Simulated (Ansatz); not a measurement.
# Sc2Al: tests of the settings

Aim, for Sc2Al: sweep the k-point mesh on the displaced cell.

Method: DFT PBEsol, scalar-relativistic, plane waves, PAW, in Ansatz 0.2.0.

**1. Starting point**

It takes space group P6_3/mmc (No. 194, hexagonal). Conventional cell: a = 4.893 Å, b = 4.893 Å, c = 6.161 Å, α = 90.00°, β = 90.00°, γ = 120.00°. Sc (site symmetry -3m) is surrounded by 8 Sc at 3.08 to 3.22 Å and 6 Al at 3.22 Å. Around Sc (site symmetry -6m2) lie 5 Al at 2.82 to 3.08 Å and 6 Sc at 3.22 Å. Al (site symmetry -6m2) is surrounded by 11 Sc at 2.82 to 3.22 Å.

As a file:

```cif
data_structure
_symmetry_space_group_name_H-M 'P 1'
_symmetry_Int_Tables_number 1
_cell_length_a 4.8926
_cell_length_b 4.8926
_cell_length_c 6.1614
_cell_angle_alpha 90.000
_cell_angle_beta 90.000
_cell_angle_gamma 120.000
_cell_volume 127.73
loop_
_atom_site_label
_atom_site_type_symbol
_atom_site_fract_x
_atom_site_fract_y
_atom_site_fract_z
_atom_site_occupancy
Sc1 Sc 0.00000 0.00000 0.00000 1
Sc2 Sc 0.00000 0.00000 0.50000 1
Sc3 Sc 0.33333 0.66667 0.75000 1
Sc4 Sc 0.66667 0.33333 0.25000 1
Al1 Al 0.33333 0.66667 0.25000 1
Al2 Al 0.66667 0.33333 0.75000 1
```

Source of the structure: the Materials Project (structure only). It is taken as it stands there.

**2. The base input**

input.yaml reads:

```yaml
crystal:
  lattice:
    - [4.8926114005, 0.0, 0.0]
    - [-2.4463057002, 4.2371257637, 0.0]
    - [0.0, 0.0, 6.16142057]
  atoms:
    - { symbol: Sc, position: [0.0, 0.0, 0.0] }
    - { symbol: Sc, position: [0.0, 0.0, 0.5] }
    - { symbol: Sc, position: [0.33333333, 0.66666667, 0.75] }
    - { symbol: Sc, position: [0.66666667, 0.33333333, 0.25] }
    - { symbol: Al, position: [0.33333333, 0.66666667, 0.25] }
    - { symbol: Al, position: [0.66666667, 0.33333333, 0.75] }
basis:
  ecutwfc: 420
kpoints:
  mp_grid: { grid: [12, 12, 6] }
hamiltonian:
  xc: pbesol
scf:
  occupations: { method: gaussian, width: 0.1 }
output:
  forces: true
  stress: true
  eigenvalues: true
  populations: true
  write_density: true
  write_potential: true
  elf: true
  volumetric_format: npy
```

It was run beforehand and gave: -1582.7797 eV/atom at zero smearing, pressure -2.06 GPa, largest force 0.000 eV/Å, no gap on the mesh, in 6 SCF cycles and 19 s.

The runs on the displaced cell use a copy made earlier, with the atoms moved and the axes strained (about 1 %) at random, so that forces and shear stress do not vanish.

**3. K-point mesh on the displaced cell set to 1×1×1**

input.yaml reads:

```yaml
crystal:
  lattice:
    - [4.8975982271, -0.0366055545, -0.0507007564]
    - [-2.4805004536, 4.2613745402, 0.0154381728]
    - [-0.0638490692, -0.0144138432, 6.1747536439]
  atoms:
    - { symbol: Sc, position: [0.0011442837, -0.0220988435, -0.0005929822] }
    - { symbol: Sc, position: [0.0200119774, 0.0055233594, 0.4920684052] }
    - { symbol: Sc, position: [0.3284685611, 0.6788900254, 0.7567703594] }
    - { symbol: Sc, position: [0.6601932642, 0.3298386481, 0.2615353841] }
    - { symbol: Al, position: [0.3262094397, 0.657438308, 0.2443870971] }
    - { symbol: Al, position: [0.6627271114, 0.3065041705, 0.734709942] }
basis:
  ecutwfc: 420
kpoints:
  mp_grid: { grid: [1, 1, 1] }
hamiltonian:
  xc: pbesol
scf:
  occupations: { method: gaussian, width: 0.1 }
output:
  forces: true
  stress: true
  eigenvalues: true
```

On the command line:

```sh
$ ansatz run input.yaml --threads 1 --pin off --max-ram 2560MiB --backend cpu --events-out ev --progress --plain --runs-dir out
```

The session goes on with these runs: K-point mesh on the displaced cell set to 2×2×1; K-point mesh on the displaced cell: 2×2×2; K-point mesh on the displaced cell: 4×4×2; K-point mesh on the displaced cell: 4×4×4; K-point mesh on the displaced cell set to 6×6×4.

What results come out of these runs, taken together?

As calculated:

```
                                                                  quantity                      value
k-point mesh on the displaced cell: within 10 and 1 meV/atom of 8×8×6 from  4×4×2 for 10; 6×6×4 for 1
```

In words: In the sweep of the k-point mesh on the displaced cell, 6×6×4 already comes within 1 meV/atom of the reference, and so do all later runs, at about 0.38 of the reference's time. That is measured against the best run here, which may itself be short of the limit. The gaps on the coarsest meshes are artefacts of sampling: the crystal is a metal on the dense ones. The error changes sign along the series, since a k mesh isn't variational, and a metal needs dense meshes to resolve its Fermi surface. Forces come within 0.01 eV/Å only at the reference itself.
